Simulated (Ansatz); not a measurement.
SnSe: a film clamped to a substrate

All numbers below come from DFT r2SCAN, scalar-relativistic, plane waves, PAW in Ansatz. Settings: plane waves to 500 eV, k-mesh 10×10×10 (Γ-centred), Gaussian smearing 0.05 eV. No spin polarisation. Energies are free energies at this smearing, counted from the undisturbed cell; pressure is positive in compression.

Reference structure (as given, not relaxed at this level; it stands at 0.0 GPa; this rock-salt form isn't the usual structure):

```
Sn Se
1.0
     0.00000    3.01000    3.01000
     3.01000    0.00000    3.01000
     3.01000    3.01000    0.00000
Sn Se
1 1
Direct
  0.00000 0.00000 0.00000
  0.50000 0.50000 0.50000
```

The cell (2 atoms, V0 = 54.54 Å³) is strained by p along both x and y and by q along z, fractional coordinates fixed. τp = (1/V0) ∂E/∂p = (σxx + σyy)(1 + p)(1 + q) and τq = (1/V0) ∂E/∂q = σzz(1 + p)², with tension positive.

```csv
p,q,ΔE (meV/atom),τp (GPa),τq (GPa)
0.000,0.000,0.00,0.06,0.03
-0.050,0.000,74.92,-19.35,-1.12
0.050,0.000,52.58,11.18,1.33
0.000,-0.050,35.14,-1.11,-9.16
0.000,0.050,23.54,1.33,4.93
```

Get the second derivatives of the energy density.

Central differences give A = ∂τp/∂p = 305 GPa (C11 + C22 + 2 C12), C = ∂τq/∂q = 141 GPa (C33) and the cross term B = ∂τq/∂p = 24.5 GPa (C13 + C23); ∂τp/∂q = 24.4 GPa must equal B, and any difference shows higher-order terms. Steps this large leave an error of some per cent of A or C in all of these, which can swamp a small B. The ions are clamped. In a cubic crystal C11 = C = 141, C12 = B/2 = 12.3 GPa and A should be 2(C11 + C12) = 306 GPa; the bulk modulus is (C11 + 2 C12)/3 = 55 GPa.

A film of this crystal grows with z along the normal on a substrate that imposes p. How does its thickness respond, and what does the misfit cost?

Count p and q from the stress-free cell. A free surface needs τq = 0, so q = −(B/C) p = -0.17 p. The energy density left is (A − B²/C) p²/2 = M p², with the biaxial modulus M = 150 GPa; a misfit of 1 % costs 2.56 meV/atom, against 2.60 meV/atom if the thickness were held.

At p = -0.050 the energies along q are 119.2 (q = -0.050), 74.9 (q = 0.000), 87.9 (q = 0.050) meV/atom.

Does the linear rule hold at this misfit?

A parabola through the lowest point and its neighbours has its minimum at q = 0.014, 72.8 meV/atom. With the stress left in the starting cell, τp0 and τq0, linear elasticity gives q = −(τq0 + Bp)/C = 0.008 and E = V0(τp0 p + τq0 q + Ap²/2 + Bpq + Cq²/2)/N = 63.6 meV/atom. The energies differ by more than a tenth, so the quadratic law fails here: the gap holds the anharmonic part, with some error from the wide steps. Cubic terms also shift the vertex of so wide a parabola.

The film resists misfit almost entirely through its in-plane bonds: letting the thickness relax lowers the cost of a 1 % misfit only from 2.60 to 2.56 meV/atom. This weak coupling, with C11 far above C12, fits a rock-salt network held together by p orbitals in σ bonds along the cube axes. Stretching one axis changes the perpendicular bond lengths little, so the Poisson response is small.

The failure of the quadratic law at large misfit is mainly an in-plane effect. With the thickness held, compression already costs 74.92 meV/atom against 52.58 for equal tension, as expected when short-range repulsion steepens and stretched bonds soften.

Both ions sit on inversion centres that these strains preserve, so fixing the coordinates suppresses no linear internal relaxation. It does, however, exclude spontaneous off-centring, to which the Sn lone pair and the p-bonded network are prone, and which would probably soften the response under tension. The elastic constants therefore don't establish that the strained rock-salt film is dynamically stable.
